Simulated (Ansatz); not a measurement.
Input for Ansatz (plane-wave DFT, PAW):

```yaml
crystal:
  lattice:
    - [0.0, 2.6947416099, 2.6947416099]
    - [2.6947416099, 0.0, 2.6947416099]
    - [2.6947416099, 2.6947416099, 0.0]
  atoms:
    - { symbol: Cd, position: [0.0, 0.0, 0.0] }
    - { symbol: F, position: [0.25, 0.25, 0.25] }
    - { symbol: F, position: [0.75, 0.75, 0.75] }
basis:
  ecutwfc: 420
kpoints:
  mp_grid: { grid: [8, 8, 8] }
hamiltonian:
  xc: pbe
  dispersion: d3bj
scf:
  occupations: { method: gaussian, width: 0.02 }
output:
  forces: true
  stress: true
  eigenvalues: true
```

Command:
```bash
ansatz run input.yaml --threads 1 --pin off --max-ram 2560MiB --backend cpu --events-out ev --progress --plain --runs-dir out
```

Method: Ansatz, DFT PBE+D3(BJ), scalar-relativistic, plane waves, PAW.

Abridged output:

```
Pseudopotentials: kind: paw
Pseudopotential: Cd, paw, valence charge 20, recommended cutoff 420 eV (normal)
Pseudopotential: F, paw, valence charge 7, recommended cutoff 420 eV (normal)
Functional definition: PBE
Crystal: 3 atoms, lattice volume = 39.136 Å³
Basis set: ecut = 420 eV, 749 PW (Γ), exchange–correlation on 54×54×54 points (8 copies of the dense FFT grid, shifted against one another)
Bands: 21, of which v1, the nominal top of the filled ones, is band 17 counted from 1 (16 counted from 0)
Symmetry: 48 space group operations
Space group: Fm-3m (ITA 225), of the structure as read, at distance tolerance 3.4e-5 Å
k-points: 29 of 512
Initial density: superposition of atomic densities (neutral atoms: chi_scale 0, normalization atom), corrected by the library's trained network
Initial wavefunctions: pseudopotential atomic-orbital guess
Functional: x = pbe(κ = 0.804, μ = 0.21951497), c = pbe(β = 0.06672455)
SCF iter   1: F=—  HF=-9872.637307 eV  |F-HF|=—  |Δ(HF+E_count)|=         —  Δρ=5.52e-4  dr2=1.86e-5  ethr=1.77e-3  ⟨swp⟩=5.1  Hψ=2537  notcnv=0
SCF iter   2: F=—  HF=-9872.638313 eV  |F-HF|=—  |Δ(HF+E_count)|=   1.01e-3  Δρ=3.03e-4  dr2=1.50e-5  ethr=5.48e-8  ⟨swp⟩=3.0  Hψ=1669  notcnv=0
SCF iter   3: F=—  HF=-9872.638366 eV  |F-HF|=—  |Δ(HF+E_count)|=   5.38e-5  Δρ=1.71e-4  dr2=1.46e-6  ethr=4.42e-8  ⟨swp⟩=2.0  Hψ=939  notcnv=0
SCF iter   4: F=—  HF=-9872.638405 eV  |F-HF|=—  |Δ(HF+E_count)|=   3.90e-5  Δρ=6.06e-5  dr2=4.06e-7  ethr=4.30e-9  ⟨swp⟩=2.0  Hψ=986  notcnv=0
SCF iter   5: F=-9872.638409 eV  HF=-9872.638409 eV  |F-HF|=8.54e-9  |Δ(HF+E_count)|=   3.21e-6  Δρ=1.63e-5  dr2=6.63e-8  ethr=1.19e-9  ⟨swp⟩=2.0  Hψ=986  notcnv=0
SCF iter   6: F=-9872.638409 eV  HF=-9872.638409 eV  |F-HF|=1.63e-9  |Δ(HF+E_count)|=   4.70e-8  Δρ=5.02e-6  dr2=5.71e-9  ethr=1.95e-10  ⟨swp⟩=2.1  Hψ=2042  notcnv=0
SCF 1 converged in 6 iterations: F = -9872.638409 eV  dr2 = 5.71e-9
SCF converged after 6 iterations
Free energy (F): -9872.638409 eV
Harris-Foulkes:  -9872.638409 eV  (|F-HF|=1.63e-9)
Internal energy: -9872.638409 eV  (E = F + TS)
E sigma→0 (E₀):  -9872.638409 eV
Fermi energy:    7.980044 eV
--- Per-component energies (eV) ---
  E_band       = -481.005895
  E_kinetic    = 918.905613
  E_local      = -4237.069558  (includes V_loc(G=0)·N_el)
  E_nonlocal   = 184.204762
  E_hartree    = 1877.933161
  E_xc         = -335.358164
  E_vxc        = -424.886298  (∫ρ·V_xc dr)
  E_paw        = -4487.943878  (= ΣΔE_a)
  E_vpaw       = -678.029654  (= ΣTr[D̂ρ^β])
  E_aug_tail   = 0.004136  (compensation charges beyond the density's cutoff)
  E_ewald      = -3792.812540
  E_disp       = -0.501940  (pairwise vdW)
  E_smearing   =  0.000000  (= −TS)
--- Forces (eV/Å), atoms counted from 1 ---
  atom   1  Cd     0.00000000     0.00000000     0.00000000
  atom   2  F      0.00000000     0.00000000     0.00000000
  atom   3  F      0.00000000     0.00000000     0.00000000
--- Stress (GPa, compression-positive) ---
        3.280358       0.000000       0.000000
        0.000000       3.280358       0.000000
        0.000000       0.000000       3.280358
  P = ⅓ Tr σ = 3.2804 GPa (32.804 kbar)
--- Band table (eV; the first three rows and the last of 29) ---
  k-point 0: bands = ["-91.9561", "-53.0636", "-53.0636", "-53.0636", "-14.3622", "-13.2656", "0.8248", "0.8248", "0.8248", "2.0267", "2.0267", "5.4559", "5.4559", "5.4559", "5.9325", "5.9325", "5.9325", "9.5288", "19.1286", "19.1286", "19.1286"]
  k-point 1: bands = ["-91.9561", "-53.0640", "-53.0636", "-53.0636", "-14.3127", "-13.3094", "0.8833", "0.8833", "0.9893", "2.0089", "2.0089", "4.9848", "5.3517", "5.3517", "5.8254", "5.9434", "5.9434", "10.1055", "18.4177", "19.3586", "19.3586"]
  k-point 2: bands = ["-91.9560", "-53.0648", "-53.0638", "-53.0638", "-14.1782", "-13.4279", "1.0183", "1.0183", "1.4319", "1.9943", "1.9943", "4.2570", "5.0706", "5.0706", "5.3086", "5.9792", "5.9792", "11.4030", "17.2443", "19.9533", "19.9533"]
  k-point 28: bands = ["-91.9560", "-53.0653", "-53.0653", "-53.0645", "-13.7668", "-13.7668", "1.4066", "1.7641", "1.7817", "1.9294", "1.9294", "2.9549", "3.8484", "4.9068", "4.9068", "5.8298", "6.4311", "14.5184", "17.9357", "18.1254", "18.1254"]
```

The calculation finished and met its thresholds.

Time: 1.1 s on 1 thread of Arm Neoverse V2 (shared host), peak memory 0.29 GiB.